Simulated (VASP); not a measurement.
**SiO2 (Stishovite): convergence with the number of MPI ranks and plane-wave cutoff**

A convergence test on SiO2 (Stishovite): the number of MPI ranks and plane-wave cutoff. The series runs use PBEsol. The number of MPI ranks tried: 1 ranks; 2 ranks; 4 ranks; 8 ranks. The plane-wave cutoff tried: ENCUT = 240; ENCUT = 300; ENCUT = 360; ENCUT = 400; ENCUT = 460; ENCUT = 520; ENCUT = 640; ENCUT = 800. The start is a cell from a database of measured crystal structures.

Program: VASP 6.6.1. Level of theory: PBEsol; plane waves and PAW (Si, O). Results are calculated unless marked as measured.

## Step 1: Set-up

Symmetry: P4_2/mnm, No. 136, tetragonal system. Conventional cell: a = 4.177 Å, b = 4.177 Å, c = 2.665 Å, α = 90.00°, β = 90.00°, γ = 90.00°. Nearest to Si lie 6 O at 1.76 to 1.81 Å. O has 3 Si at 1.76 to 1.81 Å nearest. Farther neighbours and most contacts between anions are not listed.

Coordinates:

```
Si O
1.0
     4.17730    0.00000    0.00000
     0.00000    4.17730    0.00000
     0.00000    0.00000    2.66520
Si O
2 4
Direct
  0.00000 0.00000 0.00000
  0.50000 0.50000 0.50000
  0.30590 0.30590 0.00000
  0.19410 0.80590 0.50000
  0.69410 0.69410 0.00000
  0.80590 0.19410 0.50000
```

## Step 2: Number of MPI ranks: 1 ranks

The same run on more MPI ranks shows how well it scales. PBEsol restores the gradient expansion of exchange and is tuned for the cells of solids.

Contents of INCAR:

```
SYSTEM = SiO2
PREC = Accurate
ENCUT = 520
EDIFF = 1E-06
NELM = 100
ISMEAR = -1
SIGMA = 0.05
LREAL = .FALSE.
ALGO = Normal
GGA = PS
NBANDS = 22
LORBIT = 11
LWAVE = .FALSE.
LCHARG = .FALSE.
ISIF = 2
```

Contents of POSCAR:

```
SiO2
1.0
    4.1773000000      0.0000000000      0.0000000000
    0.0000000000      4.1773000000      0.0000000000
    0.0000000000      0.0000000000      2.6652000000
Si O
2 4
Direct
    0.0000000000      0.0000000000      0.0000000000
    0.5000000000      0.5000000000      0.5000000000
    0.3059000000      0.3059000000      0.0000000000
    0.1941000000      0.8059000000      0.5000000000
    0.6941000000      0.6941000000      0.0000000000
    0.8059000000      0.1941000000      0.5000000000
```

Contents of KPOINTS:

```
Automatic mesh
0
Gamma
5 5 7
0 0 0
```

The projector-augmented-wave data sets are Si and O (PBE family, release 64).

Run with:

```sh
mpirun -np 1 vasp_std
```

The program printed:

```text
[banner, memory and clock lines left out]
running    1 mpi-ranks, on    1 nodes
 distrk:  each k-point on    1 cores,    1 groups
 distr:  one band on    1 cores,    1 groups

 POSCAR found type information on POSCAR SiO
 POSCAR found :  2 types and       6 ions
|                                                                             |
|               ----> ADVICE to this user running VASP <----                  |
|                                                                             |
|     You enforced a specific xc type in the INCAR file but a different       |
|     [... a line on the potential file left out ...]
|     I HOPE YOU KNOW WHAT YOU ARE DOING!                                     |
|                                                                             |

 LDA part: xc-table for (Slater+PW92), standard interpolation
 POSCAR, INCAR and KPOINTS ok, starting setup
 FFT: planning ... GRIDC
 FFT: planning ... GRID_SOFT
 FFT: planning ... GRID
 WAVECAR not read
 entering main loop
       N       E                     dE             d eps       ncg     rms          rms(c)
DAV:   1     0.149478157472E+03    0.14948E+03   -0.17945E+04  1056   0.140E+03
DAV:   2    -0.459286526327E+02   -0.19541E+03   -0.18725E+03  1310   0.305E+02
DAV:   3    -0.531435814047E+02   -0.72149E+01   -0.71903E+01  1344   0.601E+01
DAV:   4    -0.531960683613E+02   -0.52487E-01   -0.52469E-01  1308   0.589E+00
DAV:   5    -0.531965821487E+02   -0.51379E-03   -0.51375E-03  1338   0.546E-01    0.172E+01
DAV:   6    -0.490067633300E+02    0.41898E+01   -0.14449E+01  1266   0.258E+01    0.816E+00
DAV:   7    -0.489768851422E+02    0.29878E-01   -0.49337E-01  1266   0.461E+00    0.300E+00
DAV:   8    -0.489681190582E+02    0.87661E-02   -0.17862E-02  1278   0.130E+00    0.998E-01
DAV:   9    -0.489683187974E+02   -0.19974E-03   -0.46725E-03  1278   0.670E-01    0.262E-01
DAV:  10    -0.489684192877E+02   -0.10049E-03   -0.31056E-04  1308   0.144E-01    0.363E-02
DAV:  11    -0.489684024586E+02    0.16829E-04   -0.66923E-05  1296   0.606E-02    0.728E-03
DAV:  12    -0.489684025486E+02   -0.90013E-07   -0.52109E-06  1296   0.167E-02
   1 F= -.48968403E+02 E0= -.48968403E+02  d E =-.124857E-10
```

It took 7.2 s on 1 MPI rank of Intel Xeon 6975P-C (Granite Rapids), shared host; peak memory 0.15 GiB.

The logs omit lines about the potential files and the build; timing stands in the text.

Parts of OUTCAR (step 2):

```text
ion  position               nearest neighbor table
   1  0.000  0.000  0.000-   4 1.76   6 1.76   4 1.76   6 1.76   5 1.81   3 1.81
   2  0.500  0.500  0.500-   3 1.76   5 1.76   3 1.76   5 1.76   4 1.81   6 1.81
   3  0.306  0.306  0.000-   2 1.76   2 1.76   1 1.81
   4  0.194  0.806  0.500-   1 1.76   1 1.76   2 1.81
   5  0.694  0.694  0.000-   2 1.76   2 1.76   1 1.81
   6  0.806  0.194  0.500-   1 1.76   1 1.76   2 1.81

  LATTYP: Found a simple tetragonal cell.
 ALAT       =     4.1773000000
 C/A-ratio  =     0.6380197735

 Subroutine GETGRP returns: Found 16 space group operations
 (whereof  8 operations were pure point group operations)

The static configuration has the point symmetry D_2h.
 The point group associated with its full space group is D_4h.

 Found     24 irreducible k-points:

   k-points           NKPTS =     24   k-points in BZ     NKDIM =     24   number of bands    NBANDS=     22

   dimension x,y,z NGX =    32 NGY =   32 NGZ =   20
   dimension x,y,z NGXF=    64 NGYF=   64 NGZF=   40

   ENCUT  =  520.0 eV  38.22 Ry    6.18 a.u.   7.77  7.77  4.96*2*pi/ulx,y,z

   NELECT =      32.0000    total number of electrons

 k-points in reciprocal lattice and weights: Automatic mesh
   0.00000000  0.00000000  0.00000000       0.006
   0.20000000  0.00000000  0.00000000       0.023
   0.40000000  0.00000000  0.00000000       0.023
   0.20000000  0.20000000  0.00000000       0.023
   0.40000000  0.20000000  0.00000000       0.046
   0.40000000  0.40000000  0.00000000       0.023
   0.00000000  0.00000000  0.14285714       0.011
   0.20000000  0.00000000  0.14285714       0.046
   0.40000000  0.00000000  0.14285714       0.046
[...]
0.40000000  0.20000000  0.42857143       0.091
   0.40000000  0.40000000  0.42857143       0.046

 average (electrostatic) potential at core
       1 -80.8584       2 -80.8584       3 -66.6922       4 -66.6922       5 -66.6922
       6 -66.6922

 E-fermi :   9.2345

 k-point     1 :       0.0000    0.0000    0.0000
  band No.  band energies     occupation
    ...
     12       5.0198      2.00000
     13       5.6579      2.00000
     14       7.3006      2.00000
     15       7.3006      2.00000
     16       8.1973      2.00000
     17      13.7801      0.00000
     18      14.7269      0.00000
     19      16.5502      0.00000
     20      16.5502      0.00000
     21      19.0527      0.00000
    ...

 k-point     2 :       0.2000    0.0000    0.0000
  band No.  band energies     occupation
    ...
     12       5.1108      2.00000
     13       5.7020      2.00000
     14       6.4727      2.00000
     15       7.2305      2.00000
     16       7.8831      2.00000
     17      14.3861      0.00000
     18      15.0824      0.00000
     19      16.6493      0.00000
     20      16.6715      0.00000
     21      19.6110      0.00000
    ...

 k-point     3 :       0.4000    0.0000    0.0000
  band No.  band energies     occupation
    ...
     12       4.8494      2.00000
     13       5.3422      2.00000
     14       5.5933      2.00000
     15       7.0971      2.00000
     16       7.2621      2.00000
     17      15.5046      0.00000
     18      15.8349      0.00000
     19      16.9206      0.00000
     20      17.1369      0.00000
     21      19.1234      0.00000
    ...

  Total        1.2188114      1.2188114      1.9108428      0.0000000      0.0000000      0.0000000
  in kB       41.9880736     41.9880736     65.8285672      0.0000000      0.0000000      0.0000000
  external PRESSURE =      49.9349048 kB  Pullay stress =       0.0000000 kB

  energy-cutoff  :      520.00
  volume of cell :       46.51
      direct lattice vectors                 reciprocal lattice vectors
     4.177300000  0.000000000  0.000000000     0.239389079  0.000000000  0.000000000
     0.000000000  4.177300000  0.000000000     0.000000000  0.239389079  0.000000000
     0.000000000  0.000000000  2.665200000     0.000000000  0.000000000  0.375206363

 POSITION                                       TOTAL-FORCE (eV/Angst)
 -----------------------------------------------------------------------------------
      0.00000      0.00000      0.00000         0.000000      0.000000      0.000000
      2.08865      2.08865      1.33260         0.000000      0.000000      0.000000
      1.27784      1.27784      0.00000        -0.061223     -0.061223      0.000000
      0.81081      3.36649      1.33260         0.061223     -0.061223      0.000000
      2.89946      2.89946      0.00000         0.061223      0.061223      0.000000
      3.36649      0.81081      1.33260        -0.061223      0.061223      0.000000
 -----------------------------------------------------------------------------------
    total drift:                                0.000000      0.000000     -0.000000

  FREE ENERGIE OF THE ION-ELECTRON SYSTEM (eV)
  ---------------------------------------------------
  free  energy   TOTEN  =       -48.9684025486 eV

  energy  without entropy=      -48.9684025486  energy(sigma->0) =      -48.96840255

 total charge
# of ion       s       p       d       tot
------------------------------------------
    1        0.592   0.885   0.000   1.477
    2        0.592   0.885   0.000   1.477
    3        1.545   3.677   0.000   5.222
    4        1.545   3.677   0.000   5.222
    5        1.545   3.677   0.000   5.222
    6        1.545   3.677   0.000   5.222
--------------------------------------------------
tot          7.365  16.478   0.000  23.843

[... 3 further parts left out ...]
```

The gap is read on the k-mesh alone, so it is an upper bound where the band edges lie off the mesh. The PAW data sets were made with PBE, which is usual practice but a small mismatch for other functionals.

A gap read on the k-mesh alone can miss the band edges.

Numbers from this step:

* SCF cycles: 12
* electrons: 32
* bands: 22
* irreducible k-points: 24
* symmetry operations: 16
* free energy (TOTEN): -48.97 eV
* Fermi energy: 9.235 eV
* pressure: 4.993 GPa
* metallic: no
* valence top at k: 0, 0, 0
* conduction bottom at k: 0, 0, 0
* least direct gap at k: 0, 0, 0
* gap on the k-mesh: 5.583 eV
* least direct gap on the k-mesh: 5.583 eV

The series starts at -8.1614 eV an atom and 4.99 GPa, after 12 cycles in 7.2 s.

## Step 3: Number of MPI ranks: 2 ranks

Changes to INCAR since step 2:

```diff
@@ -14,2 +14,3 @@
 LCHARG = .FALSE.
+KPAR = 2
 ISIF = 2
```

POSCAR is that of step 2.

KPOINTS is that of step 2.

Run with:

```sh
mpirun -np 2 vasp_std
```

The program printed:

```text
[banner, memory and clock lines left out]
running    2 mpi-ranks, on    1 nodes
[...]
[... a notice as in an earlier step ...]

 LDA part: xc-table for (Slater+PW92), standard interpolation
 POSCAR, INCAR and KPOINTS ok, starting setup
[...]
entering main loop
       N       E                     dE             d eps       ncg     rms          rms(c)
[... 7 cycles as in an earlier step ...]
DAV:   8    -0.489681190581E+02    0.87661E-02   -0.17862E-02  1278   0.130E+00    0.998E-01
DAV:   9    -0.489683187975E+02   -0.19974E-03   -0.46725E-03  1278   0.670E-01    0.262E-01
DAV:  10    -0.489684192876E+02   -0.10049E-03   -0.31056E-04  1308   0.144E-01    0.363E-02
[... 1 cycle as in an earlier step ...]
DAV:  12    -0.489684025487E+02   -0.90044E-07   -0.52109E-06  1296   0.167E-02
   1 F= -.48968403E+02 E0= -.48968403E+02  d E =-.124857E-10
```

The job ended after 4.6 s (2 MPI ranks; peak memory 0.29 GiB; 7.7 s of CPU time).

From OUTCAR (step 3):

```text
  Total        1.2188114      1.2188114      1.9108428      0.0000000      0.0000000      0.0000000
  in kB       41.9880738     41.9880738     65.8285673      0.0000000      0.0000000      0.0000000
  external PRESSURE =      49.9349050 kB  Pullay stress =       0.0000000 kB

 POSITION                                       TOTAL-FORCE (eV/Angst)
 -----------------------------------------------------------------------------------
      0.00000      0.00000      0.00000         0.000000      0.000000      0.000000
      2.08865      2.08865      1.33260         0.000000      0.000000      0.000000
      1.27784      1.27784      0.00000        -0.061223     -0.061223      0.000000
      0.81081      3.36649      1.33260         0.061223     -0.061223      0.000000
      2.89946      2.89946      0.00000         0.061223      0.061223     -0.000000
      3.36649      0.81081      1.33260        -0.061223      0.061223     -0.000000
 -----------------------------------------------------------------------------------
    total drift:                                0.000000      0.000000     -0.000000

  FREE ENERGIE OF THE ION-ELECTRON SYSTEM (eV)
  ---------------------------------------------------
  free  energy   TOTEN  =       -48.9684025487 eV

  energy  without entropy=      -48.9684025487  energy(sigma->0) =      -48.96840255

[... 2 parts as in an earlier step ...]

[... 1 further part left out ...]
[key lines of the parts left out:]
E-fermi :   9.2345
```

Against the first of the series the energy stays within 0.01 meV an atom and the pressure within 0.01 GPa, after 12 cycles in 4.6 s.

## Step 4: Number of MPI ranks: 4 ranks

Changes to INCAR since step 3:

```diff
@@ -14,3 +14,3 @@
 LCHARG = .FALSE.
-KPAR = 2
+KPAR = 4
 ISIF = 2
```

POSCAR is that of step 3.

KPOINTS is that of step 3.

Run with:

```sh
mpirun -np 4 vasp_std
```

The program printed:

```text
[banner, memory and clock lines left out]
running    4 mpi-ranks, on    1 nodes
[...]
[... a notice as in an earlier step ...]

 LDA part: xc-table for (Slater+PW92), standard interpolation
 POSCAR, INCAR and KPOINTS ok, starting setup
[...]
entering main loop
       N       E                     dE             d eps       ncg     rms          rms(c)
[... 6 cycles as in an earlier step ...]
DAV:   7    -0.489768851423E+02    0.29878E-01   -0.49337E-01  1266   0.461E+00    0.300E+00
[... 3 cycles as in an earlier step ...]
DAV:  11    -0.489684024587E+02    0.16829E-04   -0.66923E-05  1296   0.606E-02    0.728E-03
DAV:  12    -0.489684025487E+02   -0.89943E-07   -0.52109E-06  1296   0.167E-02
   1 F= -.48968403E+02 E0= -.48968403E+02  d E =-.124857E-10
```

It took 3 s on 4 MPI ranks; peak memory 0.6 GiB; 9.3 s of CPU time.

From OUTCAR (step 4):

```text
  Total        1.2188113      1.2188113      1.9108428      0.0000000      0.0000000      0.0000000
  in kB       41.9880720     41.9880720     65.8285675      0.0000000      0.0000000      0.0000000
  external PRESSURE =      49.9349038 kB  Pullay stress =       0.0000000 kB

 POSITION                                       TOTAL-FORCE (eV/Angst)
 -----------------------------------------------------------------------------------
      0.00000      0.00000      0.00000         0.000000      0.000000      0.000000
      2.08865      2.08865      1.33260         0.000000      0.000000      0.000000
      1.27784      1.27784      0.00000        -0.061223     -0.061223     -0.000000
      0.81081      3.36649      1.33260         0.061223     -0.061223     -0.000000
      2.89946      2.89946      0.00000         0.061223      0.061223      0.000000
      3.36649      0.81081      1.33260        -0.061223      0.061223      0.000000
 -----------------------------------------------------------------------------------
    total drift:                                0.000000      0.000000     -0.000000

[... 4 parts as in an earlier step ...]

[... 1 further part left out ...]
[key lines of the parts left out:]
E-fermi :   9.2345
```

Against the first of the series the energy stays within 0.01 meV an atom and the pressure within 0.01 GPa, after 12 cycles in 3 s.

## Step 5: Number of MPI ranks: 8 ranks

Changes to INCAR since step 4:

```diff
@@ -14,3 +14,3 @@
 LCHARG = .FALSE.
-KPAR = 4
+KPAR = 8
 ISIF = 2
```

POSCAR is that of step 4.

KPOINTS is that of step 4.

Run with:

```sh
mpirun -np 8 vasp_std
```

The program printed:

```text
[banner, memory and clock lines left out]
running    8 mpi-ranks, on    1 nodes
[...]
|                                                                             |
|           W    W    AA    RRRRR   N    N  II  N    N   GGGG   !!!           |
|           W    W   A  A   R    R  NN   N  II  NN   N  G    G  !!!           |
|           W    W  A    A  R    R  N N  N  II  N N  N  G       !!!           |
|           W WW W  AAAAAA  RRRRR   N  N N  II  N  N N  G  GGG   !            |
|           WW  WW  A    A  R   R   N   NN  II  N   NN  G    G                |
|           W    W  A    A  R    R  N    N  II  N    N   GGGG   !!!           |
|                                                                             |
|     For optimal performance we recommend to set                             |
|       NCORE = 2 up to number-of-cores-per-socket                            |
|     NCORE specifies how many cores store one orbital (NPAR=cpu/NCORE).      |
|     This setting can greatly improve the performance of VASP for DFT.       |
|     The default, NCORE=1 might be grossly inefficient on modern             |
|     multi-core architectures or massively parallel machines. Do your        |
|     Unfortunately you need to use the default for GW and RPA                |
|     calculations (for HF NCORE is supported but not extensively tested      |
|     yet).                                                                   |
|                                                                             |

 [... a notice as in an earlier step ...]

 LDA part: xc-table for (Slater+PW92), standard interpolation
 POSCAR, INCAR and KPOINTS ok, starting setup
[...]
entering main loop
       N       E                     dE             d eps       ncg     rms          rms(c)
[... 11 cycles as in an earlier step ...]
DAV:  12    -0.489684025486E+02   -0.89944E-07   -0.52109E-06  1296   0.167E-02
   1 F= -.48968403E+02 E0= -.48968403E+02  d E =-.124857E-10
```

The job ended after 2.6 s (8 MPI ranks; peak memory 1.2 GiB).

OUTCAR, selected parts (step 5):

```text
  Total        1.2188114      1.2188114      1.9108428      0.0000000      0.0000000      0.0000000
  in kB       41.9880724     41.9880724     65.8285677      0.0000000      0.0000000      0.0000000
  external PRESSURE =      49.9349041 kB  Pullay stress =       0.0000000 kB

 POSITION                                       TOTAL-FORCE (eV/Angst)
 -----------------------------------------------------------------------------------
      0.00000      0.00000      0.00000        -0.000000      0.000000      0.000000
      2.08865      2.08865      1.33260        -0.000000      0.000000      0.000000
      1.27784      1.27784      0.00000        -0.061223     -0.061223     -0.000000
      0.81081      3.36649      1.33260         0.061223     -0.061223     -0.000000
      2.89946      2.89946      0.00000         0.061223      0.061223      0.000000
      3.36649      0.81081      1.33260        -0.061223      0.061223      0.000000
 -----------------------------------------------------------------------------------
    total drift:                                0.000000      0.000000     -0.000000

[... 4 parts as in an earlier step ...]

[... 1 further part left out ...]
[key lines of the parts left out:]
E-fermi :   9.2345
```

Against the first of the series the energy stays within 0.01 meV an atom and the pressure within 0.01 GPa, after 12 cycles in 2.6 s.

## Step 6: The number of MPI ranks series as a table

This step: convergence of PBEsol results with the layout; plane waves and PAW (VASP 6.6.1).

No new run; the numbers come from the runs before.

Differences are taken from the run with 1 ranks. Results of the series, by row:

```csv
setting,status,energy less the reference (meV/atom),pressure (GPa),largest force difference (meV/Å),gap (eV),SCF cycles,wall time (s)
1 ranks,converged,0,4.993,0,5.583,12,7.2
2 ranks,converged,0,4.993,0,5.583,12,4.6
4 ranks,converged,0,4.993,0,5.583,12,3
8 ranks,converged,0,4.993,0,5.583,12,2.6
```

(Part 1 of 3 ends here.)

[Lines on the potential files, build, host, timing and source positions are cut from VASP's logs without a mark.]

[Logs are printed without paths, hosts, clocks, repeated set-up lines and the standing remarks that a program may print on its own settings, such as how far it seeks lower states.]

[Hosts, paths, dates, database ids (printed as entryN), source tags and the programs' standing remarks are cut or masked in the printed files.]

[A measured line is paired with the nearest computed mode of its activity, which favours agreement.]
